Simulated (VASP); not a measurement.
# InP (F-43m) in VASP: further runs

The runs below take InP through relaxation of cell and atoms, with PBEsol, PBE.

Program: VASP 6.6.1. These are calculated values, not measurements. Logs are shortened: lines on timing, memory, paths and dates and some standing lists are left out, and cuts for length are marked.

**1. Starting point**

It takes space group F-43m (No. 216, cubic). The conventional cell has a = 5.879 Å, b = 5.879 Å, c = 5.879 Å, α = 90.00°, β = 90.00°, γ = 90.00°. Around In (site symmetry -43m) lie 4 P at 2.55 Å. Around P (site symmetry -43m) lie 4 In at 2.55 Å.

**2. Relaxation of cell and atoms, PBEsol**

Contents of INCAR:

```
SYSTEM = InP
PREC = Accurate ; ENCUT = 600
EDIFF = 1E-7 ; ISMEAR = 0
SIGMA = 0.03 ; LREAL = .FALSE.
LASPH = .TRUE. ; NELM = 80
ALGO = Normal ; ISIF = 3
LWAVE = .FALSE. ; LCHARG = .FALSE.
GGA = PS ; IBRION = 2
NSW = 90 ; EDIFFG = -0.005
```

Contents of KPOINTS:

```
regular mesh
0
G
  8 8 8
  0 0 0
```

Contents of POSCAR:

```
InP                                     
1.0
    0.0000000000      2.9393308167      2.9393308167
    2.9393308167     -0.0000000000      2.9393308167
    2.9393308167      2.9393308167      0.0000000000
  In              P             
     1     1
Direct
     0.0000000000000000    0.0000000000000000    0.0000000000000000
     0.2500000000000000    0.2500000000000000    0.2500000000000000
```

Potentials or basis: VASP PAW PBE potentials, release 64 (In_d, P).

The run is started by

```console
$ cat potpaw_PBE.64/In_d/POTCAR potpaw_PBE.64/P/POTCAR > POTCAR
$ mpirun -np 1 vasp_std > vasp.out
```

OUTCAR:

```text
SYSTEM = InP
   PREC = Accurate
   ENCUT = 600
   EDIFF = 1E-7
   ISMEAR = 0
   LREAL = .FALSE.
   LASPH = .TRUE.
   NELM = 80
   ISIF = 3
   GGA = PS
   IBRION = 2
   NSW = 90
   EDIFFG = -0.005

 ion  position               nearest neighbor table
   1  0.000  0.000  0.000-   2 2.55   2 2.55   2 2.55   2 2.55
   2  0.250  0.250  0.250-   1 2.55   1 2.55   1 2.55   1 2.55

  LATTYP: Found a face centered cubic cell.
 ALAT       =     5.8786616334

  Lattice vectors:

 A1 = (   0.0000000000,   2.9393308167,   2.9393308167)
 A2 = (   2.9393308167,   0.0000000000,   2.9393308167)
 A3 = (   2.9393308167,   2.9393308167,   0.0000000000)

Analysis of symmetry for initial positions (statically):
=====================================================================
 Subroutine PRICEL returns:
 Original cell was already a primitive cell.

 Routine SETGRP: Setting up the symmetry group for a
 face centered cubic supercell.

 Subroutine GETGRP returns: Found 24 space group operations
 (whereof 24 operations were pure point group operations)
 out of a pool of 48 trial point group operations.

The static configuration has the point symmetry T_d .

Analysis of symmetry for dynamics (positions and initial velocities):
=====================================================================
 Subroutine PRICEL returns:
 Original cell was already a primitive cell.

 Routine SETGRP: Setting up the symmetry group for a
 face centered cubic supercell.

 Subroutine GETGRP returns: Found 24 space group operations
 (whereof 24 operations were pure point group operations)
 out of a pool of 48 trial point group operations.

The dynamic configuration has the point symmetry T_d .

 Subroutine INISYM returns: Found 24 space group operations
 (whereof 24 operations are pure point group operations),
 and found     1 'primitive' translations

----------------------------------------------------------------------------------------

                                     Primitive cell

  volume of cell :      50.7897

  direct lattice vectors                    reciprocal lattice vectors
     0.000000000  2.939330817  2.939330817    -0.170106746  0.170106746  0.170106746
     2.939330817  0.000000000  2.939330817     0.170106746 -0.170106746  0.170106746
     2.939330817  2.939330817  0.000000000     0.170106746  0.170106746 -0.170106746

  length of vectors
     4.156841505  4.156841505  4.156841505     0.294633526  0.294633526  0.294633526

  position of ions in fractional coordinates (direct lattice)
     0.000000000  0.000000000  0.000000000
     0.250000000  0.250000000  0.250000000
[... 92 lines left out ...]
   ISMEAR =     0;   SIGMA  =   0.03  broadening in eV -4-tet -1-fermi 0-gaus
   EFERMI_NEDOS =   21; number of points for ismear=-14 and -15
   IALGO  =     38    algorithm
   IMIX   =      4    mixing-type and parameters
     AMIX     =   0.40;   BMIX     =  1.00
     AMIX_MAG =   1.60;   BMIX_MAG =  1.00
  volume/ion in A,a.u.               =      25.39       171.37
  Fermi-wavevector in a.u.,A,eV,Ry     =   1.158530  2.189304 18.261620  1.342191
  Thomas-Fermi vector in A             =   2.295131
   LORBIT       =      0    0 simple, 1 ext, 2 COOP (PROOUT), +10 PAW based schemes
   GGA     = PS    functional components
   LHFCALC =     F    Hartree Fock is set to
   AEXX    =    0.0000 exact exchange contribution
   IVDW    =     0    specifies the selected vdW correction
   LEPSILON=     F    determine dielectric tensor
   LRPA    =     F    only Hartree local field effects (RPA)
 conjugate gradient relaxation of ions
 non-spin polarized calculation
 Gauss-broadening in eV      SIGMA  =   0.03
  energy-cutoff  :      600.00
  volume of cell :       50.79
 maximum number of plane-waves:      1719
 NGX is ok and might be reduce to    36
   NGX = 17   NGY = 17   NGZ = 17

 number of electron      17.9999998 magnetization

 Free energy of the ion-electron system (eV)
  ---------------------------------------------------
  ext. energy  EPLUGINS =         0.00000000
  ---------------------------------------------------
  free energy    TOTEN  =        -9.15513024 eV

  energy without entropy =       -9.15513024  energy(sigma->0) =       -9.15513024

 E-fermi :   5.1923     XC(G=0):  -9.4392

 val. band max:        4.9935659707   @ k =   0.0000   0.0000   0.0000
 cond. band min:       5.5597555318   @ k =   0.0000   0.0000   0.0000
 fundamental gap:      0.5661895611
 Fermi energy:         5.1922565640

 k-point     1 :       0.0000    0.0000    0.0000
  band No.  band energies     occupation
      1      -9.1377      2.00000
      2      -9.1377      2.00000
      3      -9.1377      2.00000
      4      -8.9876      2.00000
      5      -8.9876      2.00000
      6      -6.4925      2.00000
      7       4.9936      2.00000
      8       4.9936      2.00000
      9       4.9936      2.00000
     10       5.5598      0.00000
     11       9.0098      0.00000
     12       9.0098      0.00000
     13       9.0098      0.00000
[... 354 lines left out ...]
  band No.  band energies     occupation
      1      -9.2688      2.00000
      2      -9.0901      2.00000
      3      -9.0702      2.00000
      4      -8.9932      2.00000
      5      -8.9749      2.00000
      6      -4.4550      2.00000
      7      -0.5733      2.00000
      8       2.2829      2.00000
      9       3.3560      2.00000
     10       8.0705      0.00000
     11       9.0720      0.00000
     12      10.7918      0.00000
     13      12.1026      0.00000

 [... further k-points ...]

------------------------ aborting loop because EDIFF is reached ----------------------------------------

  FORCE on cell =-STRESS in cart. coord.  units (eV):
  Direction    XX          YY          ZZ          XY          YZ          ZX
  --------------------------------------------------------------------------------------
  -------------------------------------------------------------------------------------
  Total       -0.0019639     -0.0019639     -0.0019639      0.0000000      0.0000000     -0.0000000
  in kB       -0.0619531     -0.0619531     -0.0619531      0.0000000      0.0000000     -0.0000000
  external PRESSURE =      -0.0619531 kB  Pullay stress =       0.0000000 kB

 VOLUME and BASIS-vectors are now :
 -----------------------------------------------------------------------------
  energy-cutoff  :      600.00
  volume of cell :       50.79
      direct lattice vectors                 reciprocal lattice vectors
     0.000000000  2.939330817  2.939330817    -0.170106746  0.170106746  0.170106746
     2.939330817  0.000000000  2.939330817     0.170106746 -0.170106746  0.170106746
     2.939330817  2.939330817  0.000000000     0.170106746  0.170106746 -0.170106746

 POSITION                                       TOTAL-FORCE (eV/Angst)
 -----------------------------------------------------------------------------------
      0.00000      0.00000      0.00000        -0.000000     -0.000000     -0.000000
      1.46967      1.46967      1.46967         0.000000      0.000000      0.000000
 -----------------------------------------------------------------------------------
    total drift:                               -0.000000     -0.000000     -0.000000

  FREE ENERGIE OF THE ION-ELECTRON SYSTEM (eV)
  ---------------------------------------------------
  free  energy   TOTEN  =        -9.1551302361 eV

  energy  without entropy=       -9.1551302361  energy(sigma->0) =       -9.15513024

 reached required accuracy - stopping structural energy minimisation
```

OSZICAR:

```text
N       E                     dE             d eps       ncg     rms          rms(c)
DAV:   1     0.118329640587E+03    0.11833E+03   -0.93249E+03   754   0.171E+03
DAV:   2    -0.202556147381E+00   -0.11853E+03   -0.11478E+03   764   0.347E+02
DAV:   3    -0.928476854664E+01   -0.90822E+01   -0.89991E+01   969   0.962E+01
DAV:   4    -0.954707423402E+01   -0.26231E+00   -0.26207E+00   879   0.173E+01
DAV:   5    -0.955726120832E+01   -0.10187E-01   -0.10187E-01  1149   0.321E+00    0.541E+00
DAV:   6    -0.919052066011E+01    0.36674E+00   -0.69308E-01  1121   0.163E+01    0.321E+00
DAV:   7    -0.915772514255E+01    0.32796E-01   -0.17347E-01  1075   0.411E+00    0.110E+00
DAV:   8    -0.915492304284E+01    0.28021E-02   -0.15495E-02  1003   0.180E+00    0.354E-01
DAV:   9    -0.915508748859E+01   -0.16445E-03   -0.17448E-03   977   0.670E-01    0.169E-01
DAV:  10    -0.915510590049E+01   -0.18412E-04   -0.16628E-04   905   0.108E-01    0.113E-01
DAV:  11    -0.915512931343E+01   -0.23413E-04   -0.30178E-05   890   0.517E-02    0.189E-02
DAV:  12    -0.915513027354E+01   -0.96011E-06   -0.14294E-05   969   0.809E-02    0.170E-02
DAV:  13    -0.915513023611E+01    0.37428E-07   -0.90246E-07   982   0.103E-02
   1 F= -.91551302E+01 E0= -.91551302E+01  d E =-.915513E+01
```

CONTCAR:

```text
InP
   1.00000000000000
     0.0000000000000000    2.9393308167000001    2.9393308167000001
     2.9393308167000001    0.0000000000000000    2.9393308167000001
     2.9393308167000001    2.9393308167000001    0.0000000000000000
  In              P
     1     1
Direct
     0.0000000000000000    0.0000000000000000    0.0000000000000000
     0.2500000000000000    0.2500000000000000    0.2500000000000000

  0.00000000E+00  0.00000000E+00  0.00000000E+00
  0.00000000E+00  0.00000000E+00  0.00000000E+00
```

It took 19 s on 1 thread of AMD EPYC 9R45 (Zen 5), shared host; peak memory 0.18 GiB.

Results:

```
Free energy             : -9.1551 eV
Pressure after relaxing : 0.0 GPa
Band gap on the k mesh  : 0.57 eV, direct
```

Final structure:
```
CELL_PARAMETERS angstrom
0.00000 2.93933 2.93933
2.93933 0.00000 2.93933
2.93933 2.93933 0.00000
ATOMIC_POSITIONS crystal
In 0.00000 0.00000 0.00000
P 0.25000 0.25000 0.25000
```

Caveat: the relaxation stopped at its first step, so nothing moved; the PAW data sets were made with another functional, which shifts forces and pressure a little; spin-orbit coupling is left out, which moves the levels of the heavy elements.

**3. Relaxation of cell and atoms, PBE**

This run uses another cell than the first one, of 25.17 Å³/atom, 0.991 times its volume.

Contents of INCAR:

```
ALGO = Normal
EDIFF = 1E-6
EDIFFG = -0.01
ENCUT = 600
GGA = PE
IBRION = 2
ISIF = 3
ISMEAR = 0
LASPH = True
LCHARG = False
LREAL = False
LWAVE = False
NELM = 80
NSW = 90
PREC = Accurate
SIGMA = 0.03
```

Contents of KPOINTS:

```
k-points
0
Gamma
  8 8 8
```

Contents of POSCAR:

```
InP
1.0
    0.0000000000      2.9305000000      2.9305000000
    2.9305000000      0.0000000000      2.9305000000
    2.9305000000      2.9305000000      0.0000000000
In P
1 1
Direct
    0.0000000000      0.0000000000      0.0000000000
    0.2500000000      0.2500000000      0.2500000000
```

Potentials or basis: VASP PAW PBE potentials, release 64 (In_d, P).

The run is started by

```console
$ cat potpaw_PBE.64/In_d/POTCAR potpaw_PBE.64/P/POTCAR > POTCAR
$ mpirun -np 1 vasp_std > vasp.out
```

Run time: 46 s. Hardware: 1 thread of AMD EPYC 9R45 (Zen 5), shared host; peak memory 0.19 GiB.

Results (log left out):

```yaml
Free_energy: -8.4060 eV
Relaxed_volume: 26.44 Å³/atom
Relaxed_cell: a = 4.213 Å, b = 4.213 Å, c = 4.213 Å, α = 60.00°, β = 60.00°, γ = 60.00°
Space_group_after_relaxing_to_0.05_Å: F-43m (No. 216)
Energy_gained_by_relaxing: 12.5 meV/atom
Ionic_steps: 3
Pressure_after_relaxing: 0.0 GPa
Band_gap_on_the_k_mesh: 0.44 eV, direct
```

The path:
| step | energy change (eV) | largest force (eV/Å) | pressure (GPa) | volume (Å³) |
| --- | --- | --- | --- | --- |
| 1 | 0.0000 | 0.0000 | 3.30 | 50.33 |
| 2 | -0.0192 | 0.0000 | -1.39 | 54.20 |
| 3 | -0.0251 | 0.0000 | 0.01 | 52.88 |

Final structure:
```
In P
1.0
     0.00000    2.97915    2.97915
     2.97915    0.00000    2.97915
     2.97915    2.97915    0.00000
In P
1 1
Direct
  0.00000 0.00000 0.00000
  0.25000 0.25000 0.25000
```

Levels at points of the mesh, in eV from the valence-band top:
| k point | band 7 | band 8 | band 9 | band 10 | band 11 | band 12 |
| --- | --- | --- | --- | --- | --- | --- |
| (0.00, 0.00, 0.00) | 0.00 | 0.00 | 0.00 | 0.44 | 4.09 | 4.09 |
| (0.50, 0.00, 0.00) | -5.48 | -0.90 | -0.90 | 1.38 | 4.80 | 4.80 |
| (0.50, 0.50, 0.00) | -5.54 | -2.16 | -2.16 | 1.84 | 2.26 | 8.91 |

Caveat: spin-orbit coupling is left out, which moves the levels of the heavy elements. Expect the measured gap to be larger: semilocal functionals such as PBE lack the derivative discontinuity.

**4. Relaxation of cell and atoms, PBE**

This run uses another cell than the first one, of 26.44 Å³/atom, 1.041 times its volume.

Changes to INCAR since step 3:

```diff
@@ -1,4 +1,4 @@
 ALGO = Normal
-EDIFF = 1E-6
-EDIFFG = -0.01
+EDIFF = 1E-7
+EDIFFG = -0.005
 ENCUT = 600
```

KPOINTS is that of step 3.

Contents of POSCAR:

```
InP                                     
1.0
   -0.0000000000      2.9791538215      2.9791538215
    2.9791538215     -0.0000000000      2.9791538215
    2.9791538215      2.9791538215      0.0000000000
  In              P             
     1     1
Direct
     0.0000000000000000    0.0000000000000000    0.0000000000000000
     0.2500000000000000    0.2500000000000000    0.2500000000000000
```

Potentials or basis: VASP PAW PBE potentials, release 64 (In_d, P).

The run is started by

```console
$ cat potpaw_PBE.64/In_d/POTCAR potpaw_PBE.64/P/POTCAR > POTCAR
$ mpirun -np 1 vasp_std > vasp.out
```

OUTCAR:

```text
EDIFF = 1E-7
   EDIFFG = -0.005
   ENCUT = 600
   GGA = PE
   IBRION = 2
   ISIF = 3
   ISMEAR = 0
   LASPH = True
   LREAL = False
   NELM = 80
   NSW = 90
   PREC = Accurate

 ion  position               nearest neighbor table
   1  0.000  0.000  0.000-   2 2.58   2 2.58   2 2.58   2 2.58
   2  0.250  0.250  0.250-   1 2.58   1 2.58   1 2.58   1 2.58

  LATTYP: Found a face centered cubic cell.
 ALAT       =     5.9583076430

  Lattice vectors:

 A1 = (   0.0000000000,   2.9791538215,   2.9791538215)
 A2 = (   2.9791538215,   0.0000000000,   2.9791538215)
 A3 = (   2.9791538215,   2.9791538215,   0.0000000000)

Analysis of symmetry for initial positions (statically):
=====================================================================
 Subroutine PRICEL returns:
 Original cell was already a primitive cell.

 Routine SETGRP: Setting up the symmetry group for a
 face centered cubic supercell.

 Subroutine GETGRP returns: Found 24 space group operations
 (whereof 24 operations were pure point group operations)
 out of a pool of 48 trial point group operations.

The static configuration has the point symmetry T_d .

Analysis of symmetry for dynamics (positions and initial velocities):
[... 182 lines left out ...]
     12       8.7526      0.00000
     13       8.7526      0.00000
[... 354 lines left out ...]
  band No.  band energies     occupation
      1      -9.5435      2.00000
      2      -9.3925      2.00000
      3      -9.3757      2.00000
      4      -9.3088      2.00000
      5      -9.2937      2.00000
      6      -4.6699      2.00000
      7      -0.6604      2.00000
      8       2.1380      2.00000
      9       3.1519      2.00000
     10       7.6870      0.00000
     11       8.8719      0.00000
     12      10.4356      0.00000
     13      11.7399      0.00000

 [... further k-points ...]

------------------------ aborting loop because EDIFF is reached ----------------------------------------

  FORCE on cell =-STRESS in cart. coord.  units (eV):
  Direction    XX          YY          ZZ          XY          YZ          ZX
  --------------------------------------------------------------------------------------
  -------------------------------------------------------------------------------------
  Total        0.0034571      0.0034571      0.0034571     -0.0000000      0.0000000      0.0000000
  in kB        0.1047403      0.1047403      0.1047403     -0.0000000      0.0000000      0.0000000
  external PRESSURE =       0.1047403 kB  Pullay stress =       0.0000000 kB

 VOLUME and BASIS-vectors are now :
 -----------------------------------------------------------------------------
  energy-cutoff  :      600.00
  volume of cell :       52.88
      direct lattice vectors                 reciprocal lattice vectors
     0.000000000  2.979153822  2.979153822    -0.167832891  0.167832891  0.167832891
     2.979153822  0.000000000  2.979153822     0.167832891 -0.167832891  0.167832891
     2.979153822  2.979153822  0.000000000     0.167832891  0.167832891 -0.167832891

 POSITION                                       TOTAL-FORCE (eV/Angst)
 -----------------------------------------------------------------------------------
      0.00000      0.00000      0.00000         0.000000      0.000000      0.000000
      1.48958      1.48958      1.48958        -0.000000     -0.000000     -0.000000
 -----------------------------------------------------------------------------------
    total drift:                               -0.000000     -0.000000      0.000000

  FREE ENERGIE OF THE ION-ELECTRON SYSTEM (eV)
  ---------------------------------------------------
  free  energy   TOTEN  =        -8.4062856920 eV

  energy  without entropy=       -8.4062856920  energy(sigma->0) =       -8.40628569

 reached required accuracy - stopping structural energy minimisation
```

CONTCAR:

```text
InP
   1.00000000000000
     0.0000000000000000    2.9791538215000002    2.9791538215000002
     2.9791538215000002    0.0000000000000000    2.9791538215000002
     2.9791538215000002    2.9791538215000002    0.0000000000000000
  In              P
     1     1
Direct
     0.0000000000000000    0.0000000000000000    0.0000000000000000
     0.2500000000000000    0.2500000000000000    0.2500000000000000

  0.00000000E+00  0.00000000E+00  0.00000000E+00
  0.00000000E+00  0.00000000E+00  0.00000000E+00
```

Wall time 24 s (1 thread of AMD EPYC 9R45 (Zen 5), shared host); peak memory 0.18 GiB.

Results:

```
Free energy             : -8.4063 eV
Pressure after relaxing : 0.0 GPa
Band gap on the k mesh  : 0.44 eV, direct
```

Final structure:
```cif
data_structure
_symmetry_space_group_name_H-M 'P 1'
_symmetry_Int_Tables_number 1
_cell_length_a 4.2132
_cell_length_b 4.2132
_cell_length_c 4.2132
_cell_angle_alpha 60.000
_cell_angle_beta 60.000
_cell_angle_gamma 60.000
_cell_volume 52.88
loop_
_atom_site_label
_atom_site_type_symbol
_atom_site_fract_x
_atom_site_fract_y
_atom_site_fract_z
_atom_site_occupancy
In1 In 0.00000 0.00000 0.00000 1
P1 P 0.25000 0.25000 0.25000 1
```

Caveat: the relaxation stopped at its first step, so nothing moved; spin-orbit coupling is left out, which moves the levels of the heavy elements.
